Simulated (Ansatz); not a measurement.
# Sn (Fd-3m) in Ansatz: a series of runs

Runs on Sn. Level: PBE. Tasks: single point, equation of state.

Everything below comes from runs of Ansatz 0.2.0. Logs are shortened: lines on timing, memory, paths and dates and some standing lists are left out, and cuts for length are marked.

## Step 1: The structure

Symmetry: Fd-3m, No. 227, cubic system. The conventional cell has a = 6.467 Å, b = 6.467 Å, c = 6.467 Å, α = 90.00°, β = 90.00°, γ = 90.00°. Around Sn (site symmetry -43m) lie 4 Sn at 2.80 Å.

This isn't the form of Sn at room conditions, which is tetragonal (white tin).

## Step 2: Single point, PBE, 31.77 Å³/atom (volume scaled by 0.94)

input.yaml

```yaml
crystal:
  lattice:
    - [0.0, 3.1673376916, 3.1673376916]
    - [3.1673376916, 0.0, 3.1673376916]
    - [3.1673376916, 3.1673376916, 0.0]
  atoms:
    - { symbol: Sn, position: [0.75, 0.75, 0.75] }
    - { symbol: Sn, position: [0.5, 0.5, 0.5] }
hamiltonian:
  xc: pbe
  pseudopotentials: { kind: nc }
kpoints:
  mp_grid: { grid: [7, 7, 7] }
scf:
  occupations: { method: fermi_dirac, width: 0.05 }
output:
  forces: true
  stress: true
  eigenvalues: true
```

Potentials or basis: Ansatz NC.

The run is started by

```bash
$ ansatz run input.yaml --threads 2 --pin off --max-ram 5632MiB --backend cpu --events-out ev --progress --plain --runs-dir out
```

Standard output:

```text
Warning: RAYON_NUM_THREADS=2 ignored (pool sized by the plan → 2); use --threads N
Engine: ansatz 0.2.0, aarch64-unknown-linux-gnu
Pseudopotentials: kind: nc
Pseudopotential: Sn, nc, valence charge 14, recommended cutoff 979.609905 eV (normal), Sn.nc.azcp
Functional definition: PBE
  parameter kappa = 0.804
  parameter beta = 0.06672455060314922
  exchange = pbe_x(kappa = kappa, mu = beta*pi^2/3)
  correlation = pbe_c(beta = beta)
Crystal: 2 atoms, lattice volume = 63.550 Å³
Basis set: ecut = 979.609905 eV, 4477 PW (Γ), exchange–correlation on 96×96×96 points (8 copies of the dense FFT grid, shifted against one another)
Bands: 18, of which v1, the nominal top of the filled ones, is band 14 counted from 1 (13 counted from 0)
Symmetry: 48 space group operations
Space group: Fd-3m (ITA 227), of the structure as read, at distance tolerance 4.0e-5 Å
k-points: 20 of 343
Non-local potential: Sn, projectors of the file, l = 0: 3, l = 1: 3, l = 2: 2, l = 3: 2
Initial density: superposition of atomic densities (chi_scale 0.1, normalization cell)
Initial wavefunctions: pseudopotential atomic-orbital guess
Functional: x = pbe(κ = 0.804, μ = 0.2195149727645171), c = pbe(β = 0.06672455060314922)
SCF iter   1: F=—  HF=-4415.753743 eV  |F-HF|=—  |Δ(HF+E_count)|=         —  Δρ=2.50e-2  dr2=3.85e-1  ethr=3.10e-3  ⟨swp⟩=9.7  Hψ=2619  notcnv=0
preconditioner: auto → Kerker (q_TF=auto, 2.380 Å⁻¹)  [metal: Δε(μ)=0.140 eV  Ē_g=20.376 eV  σ=0.050 eV  W_gap=0.45  n_scr=14 (ndim 8)  ℏωp=24.6 eV  f_vac=0.000  D(μ)=0.14/eV (n_scr^D=0)]
SCF iter   2: F=—  HF=-4415.717849 eV  |F-HF|=—  |Δ(HF+E_count)|=   3.59e-2  Δρ=1.64e-2  dr2=1.89e-1  ethr=1.38e-3  ⟨swp⟩=2.1  Hψ=661  notcnv=0
preconditioner: auto → none  [insulator: Δε(μ)=0.217 eV  Ē_g=20.456 eV  σ=0.050 eV  W_gap=0.51  n_scr=14 (ndim 8)  ℏωp=24.6 eV  f_vac=0.000  D(μ)=0.15/eV (n_scr^D=0)  ε∞_Penn≈2.5]
SCF iter   3: F=—  HF=-4415.693358 eV  |F-HF|=—  |Δ(HF+E_count)|=   2.45e-2  Δρ=2.51e-3  dr2=3.10e-3  ethr=6.74e-4  ⟨swp⟩=4.7  Hψ=699  notcnv=0
SCF iter   4: F=—  HF=-4415.694612 eV  |F-HF|=—  |Δ(HF+E_count)|=   1.25e-3  Δρ=9.39e-4  dr2=5.12e-4  ethr=1.11e-5  ⟨swp⟩=4.5  Hψ=1118  notcnv=0
SCF iter   5: F=—  HF=-4415.694897 eV  |F-HF|=—  |Δ(HF+E_count)|=   2.85e-4  Δρ=1.47e-4  dr2=2.00e-5  ethr=1.83e-6  ⟨swp⟩=3.0  Hψ=831  notcnv=0
SCF iter   6: F=—  HF=-4415.694873 eV  |F-HF|=—  |Δ(HF+E_count)|=   2.47e-5  Δρ=3.32e-5  dr2=7.11e-7  ethr=7.15e-8  ⟨swp⟩=3.5  Hψ=639  notcnv=0
SCF iter   7: F=-4415.694874 eV  HF=-4415.694874 eV  |F-HF|=9.98e-9  |Δ(HF+E_count)|=   1.13e-6  Δρ=2.91e-6  dr2=3.88e-9  ethr=3.57e-10  ⟨swp⟩=13.9  Hψ=2743  notcnv=0
SCF 1 converged in 7 iterations: F = -4415.694874 eV  dr2 = 3.88e-9
SCF converged after 7 iterations
Free energy (F): -4415.694874 eV
Harris-Foulkes:  -4415.694874 eV  (|F-HF|=9.98e-9)
Internal energy: -4415.693446 eV  (E = F + TS)
E sigma→0 (E₀):  -4415.694160 eV
Entropy (-TS):   -0.001428 eV (-0.714 meV/atom)
Fermi energy:    9.025535 eV
--- Per-component energies (eV) ---
  E_band       = -220.772478
  E_kinetic    = 2714.925312
  E_local      = -2327.894275  (includes V_loc(G=0)·N_el)
  E_nonlocal   = -2279.973808
  E_hartree    = 1193.720147
  E_xc         = -1316.454473
  E_vxc        = -715.271413  (∫ρ·V_xc dr)
  E_ewald      = -2400.016350
  E_smearing   = -0.001428  (= −TS)
  E_closure    = -0.000000  (closes the sum)
  Σ components = -4415.694874   (vs F -4415.694874, Δ=0.00e0)
--- Forces (eV/Å), atoms counted from 1 ---
  atom   1  Sn    -0.00000000     0.00000000    -0.00000000
  atom   2  Sn    -0.00000000    -0.00000000    -0.00000000
  max |Σ_I F_I| component: 1.11e-16 eV/Å
--- Stress (GPa, compression-positive) ---
        7.658343       0.000000       0.000000
       -0.000000       7.658343       0.000000
        0.000000      -0.000000       7.658343
  P = ⅓ Tr σ = 7.6583 GPa (76.583 kbar)
--- Band table (eV; the first three rows and the last of 20) ---
  k-point 0: bands = ["-12.8959", "-12.8959", "-12.8959", "-12.8267", "-12.8267", "-12.4517", "-12.4517", "-12.4517", "-12.4341", "-12.4341", "-2.1586", "8.8379", "9.0448", "9.0448", "9.0448", "11.1189", "11.1189", "11.1189"]
  k-point 1: bands = ["-12.9122", "-12.9122", "-12.8903", "-12.8033", "-12.8033", "-12.4798", "-12.4798", "-12.4591", "-12.4101", "-12.4101", "-1.9464", "6.5905", "8.6510", "8.6510", "9.7561", "11.6131", "11.6131", "12.2003"]
  k-point 2: bands = ["-12.9308", "-12.9308", "-12.8774", "-12.7708", "-12.7708", "-12.5069", "-12.5069", "-12.4763", "-12.3903", "-12.3903", "-1.3403", "4.3125", "8.0871", "8.0871", "9.3875", "12.1641", "12.1641", "14.3009"]
  k-point 19: bands = ["-12.9845", "-12.9690", "-12.7693", "-12.6866", "-12.6627", "-12.6225", "-12.6158", "-12.5510", "-12.3449", "-12.3298", "0.7785", "1.7279", "5.2864", "6.1751", "11.2248", "13.0849", "13.6034", "13.6527"]
```

It took 2.3 s on 2 threads of Arm Neoverse V2, shared host; peak memory 0.38 GiB.

Results:

```
Free energy            : -4415.6949 eV
Pressure               : 7.7 GPa
Band gap on the k mesh : none (metal or under the smearing width)
```

## Step 3: Single point, PBE, 32.45 Å³/atom (volume scaled by 0.96)

input.yaml, as its differences from that of step 2:

```diff
@@ -2,5 +2,5 @@
   lattice:
-    - [0.0, 3.1673376916, 3.1673376916]
-    - [3.1673376916, 0.0, 3.1673376916]
-    - [3.1673376916, 3.1673376916, 0.0]
+    - [0.0, 3.1896436215, 3.1896436215]
+    - [3.1896436215, 0.0, 3.1896436215]
+    - [3.1896436215, 3.1896436215, 0.0]
   atoms:
```

Potentials or basis: Ansatz NC.

The run is started by

```bash
$ ansatz run input.yaml --threads 2 --pin off --max-ram 5632MiB --backend cpu --events-out ev --progress --plain --runs-dir out
```

Wall time 2.3 s (2 threads of Arm Neoverse V2, shared host); peak memory 0.38 GiB.

Results (log left out):

```
Free energy            : -4415.7534 eV
Pressure               : 6.2 GPa
Band gap on the k mesh : none (metal or under the smearing width)
```

## Step 4: Single point, PBE, 33.13 Å³/atom (volume scaled by 0.98)

input.yaml, as its differences from that of step 3:

```diff
@@ -2,5 +2,5 @@
   lattice:
-    - [0.0, 3.1896436215, 3.1896436215]
-    - [3.1896436215, 0.0, 3.1896436215]
-    - [3.1896436215, 3.1896436215, 0.0]
+    - [0.0, 3.2116418589, 3.2116418589]
+    - [3.2116418589, 0.0, 3.2116418589]
+    - [3.2116418589, 3.2116418589, 0.0]
   atoms:
```

The run is started by

```bash
$ ansatz run input.yaml --threads 2 --pin off --max-ram 5632MiB --backend cpu --events-out ev --progress --plain --runs-dir out
```

Wall time 2.3 s (2 threads of Arm Neoverse V2, shared host); peak memory 0.38 GiB.

It converged, with:

```
Free energy            : -4415.8007 eV
Pressure               : 5.0 GPa
Band gap on the k mesh : none (metal or under the smearing width)
```

## Step 5: Single point, PBE, 33.80 Å³/atom

input.yaml, as its differences from that of step 4:

```diff
@@ -2,5 +2,5 @@
   lattice:
-    - [0.0, 3.2116418589, 3.2116418589]
-    - [3.2116418589, 0.0, 3.2116418589]
-    - [3.2116418589, 3.2116418589, 0.0]
+    - [0.0, 3.2333428, 3.2333428]
+    - [3.2333428, 0.0, 3.2333428]
+    - [3.2333428, 3.2333428, 0.0]
   atoms:
```

The run is started by

```bash
$ ansatz run input.yaml --threads 2 --pin off --max-ram 5632MiB --backend cpu --events-out ev --progress --plain --runs-dir out
```

It took 2.7 s on 2 threads of Arm Neoverse V2, shared host; peak memory 0.38 GiB.

It converged, with:

* Free energy: -4415.8379 eV
* Pressure: 3.8 GPa
* Band gap on the k mesh: none (metal or under the smearing width)

## Step 6: Single point, PBE, 34.48 Å³/atom (volume scaled by 1.02)

input.yaml, as its differences from that of step 5:

```diff
@@ -2,5 +2,5 @@
   lattice:
-    - [0.0, 3.2333428, 3.2333428]
-    - [3.2333428, 0.0, 3.2333428]
-    - [3.2333428, 3.2333428, 0.0]
+    - [0.0, 3.2547562903, 3.2547562903]
+    - [3.2547562903, 0.0, 3.2547562903]
+    - [3.2547562903, 3.2547562903, 0.0]
   atoms:
@@ -19 +19,5 @@
   eigenvalues: true
+  write_density: true
+  write_potential: true
+  elf: true
+  volumetric_format: npy
```

Potentials or basis: Ansatz NC.

The run is started by

```bash
$ ansatz run input.yaml --threads 2 --pin off --max-ram 5632MiB --backend cpu --events-out ev --progress --plain --runs-dir out
```

It took 3.2 s on 2 threads of Arm Neoverse V2, shared host; peak memory 0.41 GiB.

Results (log left out):

| Quantity | Value |
| --- | --- |
| Free energy | -4415.8660 eV |
| Pressure | 2.8 GPa |
| Band gap on the k mesh | none (metal or under the smearing width) |

## Step 7: Single point, PBE, 35.16 Å³/atom (volume scaled by 1.04)

input.yaml

```yaml
crystal:
  lattice:
    - [0.0, 3.2758916636, 3.2758916636]
    - [3.2758916636, 0.0, 3.2758916636]
    - [3.2758916636, 3.2758916636, 0.0]
  atoms:
    - { symbol: Sn, position: [0.75, 0.75, 0.75] }
    - { symbol: Sn, position: [0.5, 0.5, 0.5] }
hamiltonian:
  xc: pbe
  pseudopotentials: { kind: nc }
kpoints:
  mp_grid: { grid: [7, 7, 7] }
scf:
  occupations: { method: fermi_dirac, width: 0.05 }
output:
  forces: true
  stress: true
  eigenvalues: true
```

The run is started by

```bash
$ ansatz run input.yaml --threads 2 --pin off --max-ram 5632MiB --backend cpu --events-out ev --progress --plain --runs-dir out
```

Run time: 2.7 s. Hardware: 2 threads of Arm Neoverse V2, shared host; peak memory 0.39 GiB.

The run converged. Its results:

| Property | Result |
| --- | --- |
| Free energy | -4415.8860 eV |
| Pressure | 1.9 GPa |
| Band gap on the k mesh | none (metal or under the smearing width) |

## Step 8: Single point, PBE, 35.83 Å³/atom (volume scaled by 1.06)

input.yaml, as its differences from that of step 7:

```diff
@@ -2,5 +2,5 @@
   lattice:
-    - [0.0, 3.2758916636, 3.2758916636]
-    - [3.2758916636, 0.0, 3.2758916636]
-    - [3.2758916636, 3.2758916636, 0.0]
+    - [0.0, 3.2967577782, 3.2967577782]
+    - [3.2967577782, 0.0, 3.2967577782]
+    - [3.2967577782, 3.2967577782, 0.0]
   atoms:
```

The run is started by

```bash
$ ansatz run input.yaml --threads 2 --pin off --max-ram 5632MiB --backend cpu --events-out ev --progress --plain --runs-dir out
```

Run time: 2.2 s. Hardware: 2 threads of Arm Neoverse V2, shared host; peak memory 0.38 GiB.

It converged, with:

```
Free energy            : -4415.8987 eV
Pressure               : 1.1 GPa
Band gap on the k mesh : none (metal or under the smearing width)
```

## Step 9: Equation of state, PBE

Potentials or basis: Ansatz NC.

This step only gathers the single runs of the series.

What came out:

| Item | Value |
| --- | --- |
| Equilibrium volume | 36.88 Å³/atom (rough: see the caveat) |
| Bulk modulus | 36 GPa (rough) |

Energy against volume, from the lowest point:
| volume (Å³/atom) | energy (meV/atom) |
| --- | --- |
| 31.775 | 101.93 |
| 32.451 | 72.64 |
| 33.127 | 49.00 |
| 33.803 | 30.41 |
| 34.479 | 16.35 |
| 35.155 | 6.36 |
| 35.831 | 0.00 |

Caveat: the minimum lies outside the volumes run.
